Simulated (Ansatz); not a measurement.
The system is CdS.

```
CELL_PARAMETERS angstrom
0.00000 2.75324 2.75324
2.75324 0.00000 2.75324
2.75324 2.75324 0.00000
ATOMIC_POSITIONS crystal
Cd 0.00000 0.00000 0.00000
S 0.50000 0.50000 0.50000
```

Measurements of this composition are mostly on another form, of space group No. 186.

Program: Ansatz 0.2.0. Alike in all runs: task band structure; potentials or basis Ansatz PAW; cell as given; smearing fermi-dirac 0.05 eV.

Task: Order these runs on this cell by their band gap on the k mesh, lowest first.
A. level r2SCAN; spin SOC, no magnetisation; k mesh 6 × 6 × 6; cutoff (eV) 500
B. level revPBE; spin off; k mesh 8 × 8 × 8; cutoff (eV) 420
C. level BLYP; spin off; k mesh 8 × 8 × 8; cutoff (eV) 420

Result: C (0.16 eV), B (0.35 eV), A (0.74 eV).

Runs at the PBE level aren't shown here.
